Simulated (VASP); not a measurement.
# Bi (Im-3m) in VASP: notebook

Runs on Bi. Level: AM05. Tasks: relaxation of cell and atoms.

Program: VASP 6.6.1. These are calculated values, not measurements. Logs are shortened: lines on timing, memory, paths and dates and some standing lists are left out, and cuts for length are marked.

**1. The crystal as given**

Symmetry: Im-3m, No. 229, cubic system. The conventional cell has a = 3.963 Å, b = 3.963 Å, c = 3.963 Å, α = 90.00°, β = 90.00°, γ = 90.00°. Bi (site symmetry m-3m) is surrounded by 8 Bi at 3.43 Å.

This isn't the form of Bi at room conditions, which is rhombohedral.

**2. Relaxation of cell and atoms, AM05**

The input, INCAR:

```
SYSTEM = Bi
  ALGO = Normal
  EDIFF = 1E-6
  EDIFFG = -0.01
  ENCUT = 600
  GGA = AM
  IBRION = 2
  ISIF = 3
  ISMEAR = 1
  LASPH = .TRUE.
  LCHARG = .FALSE.
  LREAL = .FALSE.
  LWAVE = .FALSE.
  NELM = 80
  NSW = 90
  PREC = Accurate
  SIGMA = 0.1
```

The input, KPOINTS:

```
k-points
0
G
  14 14 14
  0 0 0
```

The input, POSCAR:

```
Bi
1.0
   -1.9814305318      1.9814305318      1.9814305318
    1.9814305318     -1.9814305318      1.9814305318
    1.9814305318      1.9814305318     -1.9814305318
Bi
1
Direct
    0.0000000000      0.0000000000      0.0000000000
```

Potentials or basis: VASP PAW PBE potentials, release 64 (Bi_d).

The run is started by

```
$ cat potpaw_PBE.64/Bi_d/POTCAR > POTCAR
$ mpirun -np 1 vasp_std > vasp.out
```

OUTCAR:

```text
SYSTEM = Bi
   EDIFF = 1E-6
   EDIFFG = -0.01
   ENCUT = 600
   GGA = AM
   IBRION = 2
   ISIF = 3
   ISMEAR = 1
   LASPH = .TRUE.
   LREAL = .FALSE.
   NELM = 80
   NSW = 90
   PREC = Accurate

 ion  position               nearest neighbor table
   1  0.000  0.000  0.000-

  LATTYP: Found a body centered cubic cell.
 ALAT       =     3.9628610636

  Lattice vectors:

 A1 = (  -1.9814305318,   1.9814305318,   1.9814305318)
 A2 = (   1.9814305318,  -1.9814305318,   1.9814305318)
 A3 = (   1.9814305318,   1.9814305318,  -1.9814305318)

Analysis of symmetry for initial positions (statically):
=====================================================================
 Subroutine PRICEL returns:
 Original cell was already a primitive cell.

 Routine SETGRP: Setting up the symmetry group for a
 body centered cubic supercell.

 Subroutine GETGRP returns: Found 48 space group operations
 (whereof 48 operations were pure point group operations)
 out of a pool of 48 trial point group operations.

The static configuration has the point symmetry O_h .

Analysis of symmetry for dynamics (positions and initial velocities):
=====================================================================
 Subroutine PRICEL returns:
 Original cell was already a primitive cell.

 Routine SETGRP: Setting up the symmetry group for a
 body centered cubic supercell.

 Subroutine GETGRP returns: Found 48 space group operations
 (whereof 48 operations were pure point group operations)
 out of a pool of 48 trial point group operations.

The dynamic configuration has the point symmetry O_h .

 Subroutine INISYM returns: Found 48 space group operations
 (whereof 48 operations are pure point group operations),
 and found     1 'primitive' translations

----------------------------------------------------------------------------------------

                                     Primitive cell

  volume of cell :      31.1169

  direct lattice vectors                    reciprocal lattice vectors
    -1.981430532  1.981430532  1.981430532     0.000000000  0.252342937  0.252342937
     1.981430532 -1.981430532  1.981430532     0.252342937  0.000000000  0.252342937
     1.981430532  1.981430532 -1.981430532     0.252342937  0.252342937  0.000000000

  length of vectors
     3.431938353  3.431938353  3.431938353     0.356866804  0.356866804  0.356866804

  position of ions in fractional coordinates (direct lattice)
     0.000000000  0.000000000  0.000000000

  ion indices of the primitive-cell ions
   primitive index   ion index
                 1           1

----------------------------------------------------------------------------------------

 KPOINTS: k-points

Automatic generation of k-mesh.
 Grid dimensions read from file:
 generate k-points for:   14   14   14

 Generating k-lattice:

  Cartesian coordinates                     Fractional coordinates (reciprocal lattice)
     0.000000000  0.018024496  0.018024496     0.071428571  0.000000000  0.000000000
     0.018024496  0.000000000  0.018024496     0.000000000  0.071428571  0.000000000
     0.018024496  0.018024496  0.000000000     0.000000000  0.000000000  0.071428571

  Length of vectors
     0.025490486  0.025490486  0.025490486

  Shift w.r.t. Gamma in fractional coordinates (k-lattice)
     0.000000000  0.000000000  0.000000000

 Subroutine IBZKPT returns following result:
 ===========================================

 Found    104 irreducible k-points:

 Following reciprocal coordinates:
            Coordinates               Weight
  0.000000  0.000000  0.000000      1.000000
  0.071429  0.000000  0.000000     12.000000
  0.142857  0.000000  0.000000     12.000000
  0.214286  0.000000  0.000000     12.000000
  0.285714  0.000000  0.000000     12.000000
  0.357143  0.000000  0.000000     12.000000
[... 16 lines left out ...]
  0.285714  0.285714  0.000000     24.000000
  0.357143  0.285714  0.000000     24.000000
 [... further k-points ...]
   k-points           NKPTS =    104   k-points in BZ     NKDIM =    104   number of bands    NBANDS=     11
   number of dos      NEDOS =    301   number of ions     NIONS =      1
   total plane-waves  NPLWV =  21952
   dimension x,y,z NGX =    28 NGY =   28 NGZ =   28
   dimension x,y,z NGXF=    56 NGYF=   56 NGZF=   56
   ions per type =               1
   NGX,Y,Z   is equivalent  to a cutoff of  13.56, 13.56, 13.56 a.u.
   NGXF,Y,Z  is equivalent  to a cutoff of  27.13, 27.13, 27.13 a.u.
 SYSTEM =  Bi
   PREC   = accura    normal or accurate (medium, high low for compatibility)
   ISTART =      0    job   : 0-new  1-cont  2-samecut
   ICHARG =      2    charge: 1-file 2-atom 10-const
   ISPIN  =      1    spin polarized calculation?
   LNONCOLLINEAR =      F non collinear calculations
   LSORBIT =      F    spin-orbit coupling
   LASPH  =      T    aspherical Exc in radial PAW
   ENCUT  =  600.0 eV  44.10 Ry    6.64 a.u.   6.85  6.85  6.85*2*pi/ulx,y,z
   NELM   =     80;   NELMIN=  2; NELMDL= -5     # of ELM steps
   EDIFF  = 0.1E-05   stopping-criterion for ELM
   LREAL  =      F    real-space projection
   EDIFFG = -.1E-01   stopping-criterion for IOM
   NSW    =     90    number of steps for IOM
   IBRION =      2    ionic relax: 0-MD 1-quasi-New 2-CG
   NFREE  =      1    steps in history (QN), initial steepest desc. (CG)
   ISIF   =      3    stress and relaxation
   ISYM   =      2    0-nonsym 1-usesym 2-fastsym
   POTIM  = 0.5000    time-step for ionic-motion
   TEBEG  =    0.0;   TEEND  =   0.0 temperature during run
   PSTRESS=    0.0 pullay stress
   NELECT =      15.0000    total number of electrons
   NUPDOWN=      -1.0000    fix difference up-down
   EMIN   =  10.00;   EMAX   =-10.00  energy-range for DOS
   EFERMI =   0.00;   METHOD = LEGACY
   ISMEAR =     1;   SIGMA  =   0.10  broadening in eV -4-tet -1-fermi 0-gaus
   EFERMI_NEDOS =   21; number of points for ismear=-14 and -15
   IALGO  =     38    algorithm
   IMIX   =      4    mixing-type and parameters
     AMIX     =   0.40;   BMIX     =  1.00
     AMIX_MAG =   1.60;   BMIX_MAG =  1.00
  volume/ion in A,a.u.               =      31.12       209.99
  Fermi-wavevector in a.u.,A,eV,Ry     =   1.283630  2.425708 22.418388  1.647705
  Thomas-Fermi vector in A             =   2.415871
   LORBIT       =      0    0 simple, 1 ext, 2 COOP (PROOUT), +10 PAW based schemes
   GGA     = AM    functional components
   LHFCALC =     F    Hartree Fock is set to
   AEXX    =    0.0000 exact exchange contribution
   IVDW    =     0    specifies the selected vdW correction
   LEPSILON=     F    determine dielectric tensor
   LRPA    =     F    only Hartree local field effects (RPA)
 conjugate gradient relaxation of ions
 non-spin polarized calculation
 Methfessel and Paxton  Order N= 1 SIGMA  =   0.10
  energy-cutoff  :      600.00
  volume of cell :       31.12
 maximum number of plane-waves:      1055
   NGX = 13   NGY = 13   NGZ = 13

--------------------------------------- Ionic step        1  -------------------------------------------

 number of electron      14.9999994 magnetization

 Free energy of the ion-electron system (eV)
  ---------------------------------------------------
  ext. energy  EPLUGINS =         0.00000000
  ---------------------------------------------------
  free energy    TOTEN  =        -3.90164769 eV

  energy without entropy =       -3.90094574  energy(sigma->0) =       -3.90141371

------------------------ aborting loop because EDIFF is reached ----------------------------------------

  FORCE on cell =-STRESS in cart. coord.  units (eV):
  Direction    XX          YY          ZZ          XY          YZ          ZX
  --------------------------------------------------------------------------------------
  -------------------------------------------------------------------------------------
  Total       -0.3948104     -0.3948104     -0.3948104     -0.0000000     -0.0000000      0.0000000
  in kB      -20.3283727    -20.3283727    -20.3283727     -0.0000000     -0.0000000      0.0000000
  external PRESSURE =     -20.3283727 kB  Pullay stress =       0.0000000 kB

 VOLUME and BASIS-vectors are now :
 -----------------------------------------------------------------------------
  energy-cutoff  :      600.00
  volume of cell :       31.12
      direct lattice vectors                 reciprocal lattice vectors
    -1.981430532  1.981430532  1.981430532     0.000000000  0.252342937  0.252342937
     1.981430532 -1.981430532  1.981430532     0.252342937  0.000000000  0.252342937
     1.981430532  1.981430532 -1.981430532     0.252342937  0.252342937  0.000000000
[... 36 lines left out ...]
 POSITION                                       TOTAL-FORCE (eV/Angst)
 -----------------------------------------------------------------------------------
      1.94369      1.94369      1.94369         0.000000      0.000000     -0.000000
 -----------------------------------------------------------------------------------
    total drift:                                0.000000      0.000000      0.000000

  FREE ENERGIE OF THE ION-ELECTRON SYSTEM (eV)
  ---------------------------------------------------
  free  energy   TOTEN  =        -3.9073362589 eV

  energy  without entropy=       -3.9069034938  energy(sigma->0) =       -3.90719200

--------------------------------------- Ionic step        3  -------------------------------------------

 number of electron      15.0000000 magnetization

 Free energy of the ion-electron system (eV)
  ---------------------------------------------------
  ext. energy  EPLUGINS =         0.00000000
  ---------------------------------------------------
  free energy    TOTEN  =        -3.90937828 eV

  energy without entropy =       -3.90883070  energy(sigma->0) =       -3.90919575

 E-fermi :   8.2002     XC(G=0): -10.5875

 val. band max:        8.1892822533   @ k =  -0.3571   0.3571   0.2857
 cond. band min:       8.2065264455   @ k =  -0.4286   0.4286   0.2857
 fundamental gap:      0.0172441922
 Fermi energy:         8.2002085607

 k-point     1 :       0.0000    0.0000    0.0000
  band No.  band energies     occupation
      1     -14.7678      2.00000
      2     -14.7678      2.00000
      3     -14.7678      2.00000
      4     -14.6216      2.00000
      5     -14.6216      2.00000
      6      -5.5407      2.00000
      7      13.6923      0.00000
      8      13.6923      0.00000
      9      13.6923      0.00000
     10      17.7844      0.00000
     11      18.7308      0.00000

 k-point     2 :       0.0714    0.0000    0.0000
  band No.  band energies     occupation
      1     -14.7700      2.00000
      2     -14.7640      2.00000
      3     -14.7562      2.00000
      4     -14.6243      2.00000
      5     -14.6220      2.00000
      6      -5.4431      2.00000
      7      12.6461      0.00000
      8      13.3827      0.00000
      9      13.5960      0.00000
     10      17.7814      0.00000
     11      18.2828      0.00000
[... 295 lines left out ...]
 k-point    24 :       0.3571    0.2857    0.0000
  band No.  band energies     occupation
      1     -14.7774      2.00000
      2     -14.6823      2.00000
      3     -14.6598      2.00000
      4     -14.6153      2.00000
      5     -14.5882      2.00000
      6      -1.7748      2.00000
      7       4.3449      2.00000
      8       5.4531      2.00000
      9      10.7115      0.00000
     10      17.0200      0.00000
     11      18.8659      0.00000

 [... further k-points ...]

------------------------ aborting loop because EDIFF is reached ----------------------------------------

  FORCE on cell =-STRESS in cart. coord.  units (eV):
  Direction    XX          YY          ZZ          XY          YZ          ZX
  --------------------------------------------------------------------------------------
  -------------------------------------------------------------------------------------
  Total        0.0047523      0.0047523      0.0047523      0.0000000     -0.0000000     -0.0000000
  in kB        0.2542818      0.2542818      0.2542818      0.0000000     -0.0000000     -0.0000000
  external PRESSURE =       0.2542818 kB  Pullay stress =       0.0000000 kB

 VOLUME and BASIS-vectors are now :
 -----------------------------------------------------------------------------
  energy-cutoff  :      600.00
  volume of cell :       29.94
      direct lattice vectors                 reciprocal lattice vectors
    -1.956200931  1.956200931  1.956200931     0.000000000  0.255597466  0.255597466
     1.956200931 -1.956200931  1.956200931     0.255597466  0.000000000  0.255597466
     1.956200931  1.956200931 -1.956200931     0.255597466  0.255597466  0.000000000

 POSITION                                       TOTAL-FORCE (eV/Angst)
 -----------------------------------------------------------------------------------
      0.00000      0.00000      0.00000         0.000000     -0.000000      0.000000
 -----------------------------------------------------------------------------------
    total drift:                               -0.000000     -0.000000     -0.000000

  FREE ENERGIE OF THE ION-ELECTRON SYSTEM (eV)
  ---------------------------------------------------
  free  energy   TOTEN  =        -3.9093782761 eV

  energy  without entropy=       -3.9088306961  energy(sigma->0) =       -3.90919575

 reached required accuracy - stopping structural energy minimisation
```

Wall time 33 s (1 thread of Intel Xeon 6975P-C (Granite Rapids), shared host); peak memory 0.19 GiB.

What came out:

| Quantity | Value |
| --- | --- |
| Free energy | -3.9094 eV |
| Relaxed volume | 29.94 Å³/atom |
| Relaxed cell | a = 3.388 Å, b = 3.388 Å, c = 3.388 Å, α = 109.47°, β = 109.47°, γ = 109.47° |
| Space group after relaxing (to 0.05 Å) | Im-3m (No. 229) |
| Energy gained by relaxing | 7.7 meV/atom |
| Ionic steps | 3 |
| Pressure after relaxing | 0.0 GPa |
| Band gap on the k mesh | none (metal or under the smearing width) |

Step by step:
| step | energy change (eV) | largest force (eV/Å) | pressure (GPa) | volume (Å³) |
| --- | --- | --- | --- | --- |
| 1 | 0.0000 | 0.0000 | -2.03 | 31.12 |
| 2 | -0.0057 | 0.0000 | 1.13 | 29.37 |
| 3 | -0.0077 | 0.0000 | 0.03 | 29.94 |

Final structure:
```
Bi
1.0
    -1.95620    1.95620    1.95620
     1.95620   -1.95620    1.95620
     1.95620    1.95620   -1.95620
Bi
1
Direct
  0.00000 0.00000 0.00000
```

Levels at points of the mesh, in eV from the Fermi level:
| k point | band 5 | band 6 | band 7 | band 8 | band 9 | band 10 |
| --- | --- | --- | --- | --- | --- | --- |
| (0.00, 0.00, 0.00) | -22.82 | -13.74 | 5.49 | 5.49 | 5.49 | 9.58 |
| (0.50, 0.00, 0.00) | -22.73 | -10.47 | -5.24 | 1.74 | 3.63 | 6.12 |
| (0.50, 0.50, 0.50) | -22.75 | -8.20 | -1.80 | -1.80 | -1.80 | 3.52 |

Caveat: the PAW data sets were made with another functional, which shifts forces and pressure a little; spin-orbit coupling is left out, which moves the levels of the heavy elements.

**3. Relaxation of cell and atoms, AM05**

This run uses another cell than the first one, of 29.94 Å³/atom, 0.962 times its volume.

INCAR, as its differences from that of step 2:

```diff
@@ -2,4 +2,4 @@
   ALGO = Normal
-  EDIFF = 1E-6
-  EDIFFG = -0.01
+  EDIFF = 1E-7
+  EDIFFG = -0.005
   ENCUT = 600
```

KPOINTS is that of step 2.

The input, POSCAR:

```
Bi                                      
1.0
   -1.9562009306      1.9562009306      1.9562009306
    1.9562009306     -1.9562009306      1.9562009306
    1.9562009306      1.9562009306     -1.9562009306
  Bi            
     1
Direct
     0.0000000000000000    0.0000000000000000    0.0000000000000000
```

Potentials or basis: VASP PAW PBE potentials, release 64 (Bi_d).

The run is started by

```
$ cat potpaw_PBE.64/Bi_d/POTCAR > POTCAR
$ mpirun -np 1 vasp_std > vasp.out
```

Run time: 13 s. Hardware: 1 thread of Intel Xeon 6975P-C (Granite Rapids), shared host; peak memory 0.18 GiB.

It converged, with:

- Free energy: -3.9092 eV
- Pressure after relaxing: 0.0 GPa
- Band gap on the k mesh: none (metal or under the smearing width)

Final structure:
```
CELL_PARAMETERS angstrom
-1.95620 1.95620 1.95620
1.95620 -1.95620 1.95620
1.95620 1.95620 -1.95620
ATOMIC_POSITIONS crystal
Bi 0.00000 0.00000 0.00000
```

Levels at points of the mesh, in eV from the Fermi level:
```
           k point  band 3  band 4  band 5  band 6  band 7  band 8  band 9  band 10  band 11
(0.00, 0.00, 0.00)  -22.97  -22.82  -22.82  -13.74    5.49    5.49    5.49     9.58    10.53
(0.50, 0.00, 0.00)  -22.83  -22.83  -22.73  -10.47   -5.24    1.74    3.63     6.12     7.73
(0.50, 0.50, 0.50)  -22.75  -22.75  -22.75   -8.20   -1.80   -1.80   -1.80     3.52     3.52
```

Caveat: the relaxation stopped at its first step, so nothing moved; the PAW data sets were made with another functional, which shifts forces and pressure a little; spin-orbit coupling is left out, which moves the levels of the heavy elements.
